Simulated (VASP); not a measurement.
## Li: single point with PBE

The system is Li.

```
CELL_PARAMETERS angstrom
2.53464 0.00000 0.00000
0.00000 2.53464 0.00000
0.00000 0.00000 3.08772
ATOMIC_POSITIONS crystal
Li 0.00000 0.00000 0.00000
```

The cell was built by a generator and needn't be a form met in nature.

The cell isn't the ideal one: random cell by space group and Wyckoff sites (P4/mmm, No. 123).

```
Program             : VASP 6.6.1
Task                : single point
Functional          : PBE
Potentials or basis : VASP PAW PBE potentials, release 64 (Li_sv)
Cutoff              : 520 eV
k mesh              : 6 × 6 × 6
Occupations         : gaussian, width 0.1 eV
Spin                : no spin polarisation
```

```
Band gap on the k mesh : none (metal or under the smearing width)
```

Levels at points of the mesh, in eV from the Fermi level:
| k point | band 1 | band 2 | band 3 | band 4 | band 5 |
| --- | --- | --- | --- | --- | --- |
| (0.00, 0.00, 0.00) | -47.08 | -3.68 | 7.88 | 11.36 | 14.32 |
| (0.50, 0.00, 0.00) | -47.03 | -0.61 | 2.77 | 11.94 | 15.23 |
| (0.50, 0.50, 0.00) | -46.99 | 4.04 | 4.04 | 6.59 | 9.88 |
| (0.00, 0.00, 0.50) | -47.07 | -1.46 | 0.49 | 15.96 | 15.96 |
| (0.50, 0.00, 0.50) | -47.03 | 1.84 | 3.47 | 5.39 | 7.82 |
| (0.50, 0.50, 0.50) | -46.99 | 6.15 | 6.15 | 8.04 | 9.56 |

Wall time 5 s on 1 thread of Intel(R) Xeon(R) Platinum 8259CL CPU @ 2.50GHz (Skylake/Cascade Lake), with other jobs on the host, peak memory 0.12 GiB.

Caveat: the k mesh is coarse (spacing up to 0.41 Å⁻¹), so the values aren't converged.
